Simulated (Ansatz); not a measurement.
# An extra Al started as an Al–O split interstitial in corundum Al2O3, 121 atoms, charge +1

Aim: let the atoms about the defect relax, then find its formation energy and its levels in the gap by PBEsol and HSE06.

Program: Ansatz 0.2.0, PAW, plane waves. These are calculated values, not measurements.

## (1) The starting cell

121 atoms (49 Al, 72 O); a = 9.548 Å, b = 9.548 Å, c = 13.014 Å, α = 90.00°, β = 90.00°, γ = 120.00°. All atoms were shaken off their sites by about 0.02 Å along each axis; atoms next to an added one may be pushed further to make room. Defect site 1: (0.680, 0.514, 0.583).

The runs, in order: (2) PBEsol relaxation at the single k point (¼, ¼, ¼), on 1 × NVIDIA GB200 with 8 threads of Arm Neoverse-V2; (3) HSE06 single point at the single k point (¼, ¼, ¼), on 1 × NVIDIA GB200 with 8 threads of Arm Neoverse-V2.

## (2) PBEsol relaxation in the fixed cell

Input file in.yaml:

```yaml
crystal:
  lattice:
    - [9.547862, 0.000000, 0.000000]
    - [-4.773931, 8.268691, 0.000000]
    - [0.000000, 0.000000, 13.013576]
  atoms:
    - { symbol: Al, position: [0.329671, 0.164601, 0.187566] }
    - { symbol: Al, position: [0.332946, 0.668147, 0.185520] }
    - { symbol: Al, position: [0.828583, 0.163057, 0.183443] }
    - { symbol: Al, position: [0.834298, 0.667455, 0.187842] }
    - { symbol: Al, position: [0.168258, 0.331012, 0.018066] }
    - { symbol: Al, position: [0.162349, 0.832835, 0.019700] }
    - { symbol: Al, position: [0.671989, 0.338421, 0.018143] }
    - { symbol: Al, position: [0.667203, 0.835918, 0.017441] }
    - { symbol: Al, position: [0.172633, 0.338920, 0.315552] }
    - { symbol: Al, position: [0.167806, 0.834042, 0.312378] }
    - { symbol: Al, position: [0.669395, 0.330929, 0.317406] }
    - { symbol: Al, position: [0.662653, 0.829689, 0.313568] }
    - { symbol: Al, position: [0.167619, 0.334985, 0.521257] }
    - { symbol: Al, position: [0.164200, 0.832561, 0.518556] }
    - { symbol: Al, position: [0.667925, 0.333226, 0.518485] }
    - { symbol: Al, position: [0.668337, 0.836193, 0.518252] }
    - { symbol: Al, position: [0.997160, 0.998733, 0.352301] }
    - { symbol: Al, position: [0.999907, 0.500149, 0.352791] }
    - { symbol: Al, position: [0.498317, 0.000322, 0.349631] }
    - { symbol: Al, position: [0.500313, 0.501824, 0.355070] }
    - { symbol: Al, position: [0.999249, 0.000625, 0.149875] }
    - { symbol: Al, position: [0.998953, 0.497951, 0.147636] }
    - { symbol: Al, position: [0.496016, 0.998783, 0.147736] }
    - { symbol: Al, position: [0.503541, 0.501442, 0.147503] }
    - { symbol: Al, position: [0.001329, 0.001154, 0.649250] }
    - { symbol: Al, position: [0.001966, 0.501243, 0.647005] }
    - { symbol: Al, position: [0.501851, 0.001555, 0.650021] }
    - { symbol: Al, position: [0.503687, 0.503090, 0.648815] }
    - { symbol: Al, position: [0.000489, 0.999303, 0.850764] }
    - { symbol: Al, position: [0.000718, 0.499572, 0.850584] }
    - { symbol: Al, position: [0.495597, 0.996149, 0.850301] }
    - { symbol: Al, position: [0.503208, 0.501818, 0.853100] }
    - { symbol: Al, position: [0.335430, 0.168922, 0.684571] }
    - { symbol: Al, position: [0.336606, 0.670775, 0.687076] }
    - { symbol: Al, position: [0.830457, 0.164549, 0.686079] }
    - { symbol: Al, position: [0.834464, 0.668432, 0.686164] }
    - { symbol: Al, position: [0.334419, 0.165826, 0.483662] }
    - { symbol: Al, position: [0.330250, 0.666030, 0.483557] }
    - { symbol: Al, position: [0.832371, 0.167108, 0.478904] }
    - { symbol: Al, position: [0.836180, 0.669956, 0.480490] }
    - { symbol: Al, position: [0.331314, 0.163774, 0.980893] }
    - { symbol: Al, position: [0.336126, 0.665847, 0.979829] }
    - { symbol: Al, position: [0.829782, 0.163831, 0.983357] }
    - { symbol: Al, position: [0.830328, 0.666592, 0.984907] }
    - { symbol: Al, position: [0.162920, 0.328274, 0.814162] }
    - { symbol: Al, position: [0.165434, 0.832577, 0.816505] }
    - { symbol: Al, position: [0.669057, 0.336259, 0.814816] }
    - { symbol: Al, position: [0.664222, 0.829553, 0.812970] }
    - { symbol: Al, position: [0.803068, 0.605096, 0.583781] }
    - { symbol: O, position: [0.155083, 0.004588, 0.247815] }
    - { symbol: O, position: [0.150221, 0.497121, 0.249601] }
    - { symbol: O, position: [0.652497, 0.999475, 0.247577] }
    - { symbol: O, position: [0.652695, 0.499829, 0.250675] }
    - { symbol: O, position: [0.331335, 0.011853, 0.084041] }
    - { symbol: O, position: [0.334595, 0.513656, 0.082004] }
    - { symbol: O, position: [0.836569, 0.020196, 0.085316] }
    - { symbol: O, position: [0.834189, 0.515548, 0.082456] }
    - { symbol: O, position: [0.999399, 0.155078, 0.251563] }
    - { symbol: O, position: [0.002675, 0.657670, 0.251471] }
    - { symbol: O, position: [0.499575, 0.150764, 0.250228] }
    - { symbol: O, position: [0.501299, 0.658437, 0.246864] }
    - { symbol: O, position: [0.342773, 0.341998, 0.251225] }
    - { symbol: O, position: [0.347702, 0.847382, 0.249006] }
    - { symbol: O, position: [0.847296, 0.348720, 0.251626] }
    - { symbol: O, position: [0.847661, 0.850576, 0.251270] }
    - { symbol: O, position: [0.183141, 0.170007, 0.085293] }
    - { symbol: O, position: [0.181032, 0.665947, 0.081966] }
    - { symbol: O, position: [0.681508, 0.166925, 0.082377] }
    - { symbol: O, position: [0.680612, 0.669707, 0.082158] }
    - { symbol: O, position: [0.184124, 0.016136, 0.583802] }
    - { symbol: O, position: [0.181681, 0.513137, 0.584357] }
    - { symbol: O, position: [0.678035, 0.009284, 0.583129] }
    - { symbol: O, position: [0.561565, 0.425277, 0.586168] }
    - { symbol: O, position: [0.166758, 0.180678, 0.415445] }
    - { symbol: O, position: [0.169972, 0.678824, 0.416343] }
    - { symbol: O, position: [0.668642, 0.182681, 0.416282] }
    - { symbol: O, position: [0.664404, 0.674606, 0.415675] }
    - { symbol: O, position: [0.014022, 0.335200, 0.416560] }
    - { symbol: O, position: [0.016503, 0.833553, 0.416278] }
    - { symbol: O, position: [0.513884, 0.332367, 0.416108] }
    - { symbol: O, position: [0.511957, 0.833532, 0.419522] }
    - { symbol: O, position: [0.016815, 0.180673, 0.917380] }
    - { symbol: O, position: [0.013575, 0.679660, 0.915145] }
    - { symbol: O, position: [0.515752, 0.183661, 0.917067] }
    - { symbol: O, position: [0.516584, 0.681337, 0.916634] }
    - { symbol: O, position: [0.996018, 0.346644, 0.751252] }
    - { symbol: O, position: [0.000725, 0.849208, 0.750239] }
    - { symbol: O, position: [0.500496, 0.347713, 0.747874] }
    - { symbol: O, position: [0.503113, 0.846665, 0.748139] }
    - { symbol: O, position: [0.486277, 0.320126, 0.081204] }
    - { symbol: O, position: [0.486864, 0.819523, 0.084123] }
    - { symbol: O, position: [0.985196, 0.317580, 0.083518] }
    - { symbol: O, position: [0.983474, 0.817207, 0.084906] }
    - { symbol: O, position: [0.487172, 0.166382, 0.583610] }
    - { symbol: O, position: [0.484245, 0.662938, 0.581259] }
    - { symbol: O, position: [0.986157, 0.168413, 0.582702] }
    - { symbol: O, position: [0.987184, 0.668914, 0.583965] }
    - { symbol: O, position: [0.330096, 0.321579, 0.583008] }
    - { symbol: O, position: [0.332111, 0.816886, 0.584727] }
    - { symbol: O, position: [0.830673, 0.320198, 0.580556] }
    - { symbol: O, position: [0.835753, 0.821157, 0.583017] }
    - { symbol: O, position: [0.323234, 0.489374, 0.417354] }
    - { symbol: O, position: [0.318740, 0.981591, 0.416926] }
    - { symbol: O, position: [0.815624, 0.484528, 0.418117] }
    - { symbol: O, position: [0.821074, 0.986176, 0.416633] }
    - { symbol: O, position: [0.315116, 0.328576, 0.917805] }
    - { symbol: O, position: [0.320650, 0.836703, 0.917225] }
    - { symbol: O, position: [0.817276, 0.334849, 0.916620] }
    - { symbol: O, position: [0.820531, 0.832478, 0.913776] }
    - { symbol: O, position: [0.349511, 0.000698, 0.750552] }
    - { symbol: O, position: [0.351023, 0.505277, 0.749694] }
    - { symbol: O, position: [0.848072, 0.000690, 0.748138] }
    - { symbol: O, position: [0.844351, 0.502132, 0.748969] }
    - { symbol: O, position: [0.152314, 0.152478, 0.748600] }
    - { symbol: O, position: [0.152768, 0.653224, 0.751261] }
    - { symbol: O, position: [0.654501, 0.154033, 0.750776] }
    - { symbol: O, position: [0.654524, 0.651774, 0.749261] }
    - { symbol: O, position: [0.167485, 0.487275, 0.915536] }
    - { symbol: O, position: [0.170418, 0.987429, 0.916889] }
    - { symbol: O, position: [0.663949, 0.481782, 0.917575] }
    - { symbol: O, position: [0.665908, 0.986220, 0.916090] }
  symmetry: { detect: false }
kpoints:
  mp_grid: { grid: [1, 1, 1], shift: [0.25, 0.25, 0.25] }
hamiltonian:
  xc: pbesol
total_charge: 1
scf:
  occupations: { method: fermi_dirac, width: 0.01 }
relax:
  f_tol: 0.03
  max_steps: 80
  escape_saddle: false
  adjacent_minimum: "off"
output:
  forces: true
  eigenvalues: true
  populations: true
  charged_corrections: { epsilon: 10 }
```

Started as:

```
ansatz run in.yaml --threads 8 --pin off --max-ram 118750MiB --runs-dir r --events-out ev --progress --plain --backend cuda --devices 0, --max-vram 170GiB
```

Further steps of the session: HSE06 on the final geometry.

Q: Predict the outcome of this session. Wanted: for each run, formation energy; host gap; top filled to lowest empty.

**Answer**, as computed:

| level | time | formation energy (eV) | host gap (eV) | top filled to lowest empty (eV) |
| --- | --- | --- | --- | --- |
| PBEsol, relaxation | 18 s (GPU) | 5.06 | 6.03 | 1.97 |
| HSE06 | 22 s (GPU) | 4.04 | 8.00 | 3.26 |

```
     quantity                               value
   relaxation  17 recorded steps, 36.27 eV gained
largest shift                       1.59 Å (Al40)
```

**What this shows.** The relaxation lowers the energy by 36.27 eV; the largest shift is 1.59 Å (Al40). A shift this large means that the defect left the place where it started, so the values belong to the end structure, not to the one named. The formation energy at E_F = VBM goes from 5.06 eV (PBEsol) to 4.04 eV (HSE06), as the host gap goes from 6.03 to 8.00 eV. The reservoirs are the elements' reference phases; where the defect changes the composition, the value depends on that choice. HSE06 puts 1 localised level over 0.1 eV inside the gap, at 5.60 (filled) eV, the tightest of them shared by about 6 atoms. The host's edges were read at Γ, so band-like levels at this k point need not coincide with them. Finite-cell errors of some tenths of an eV remain in such numbers. The dielectric constant of 10 in the correction is an assumed value.
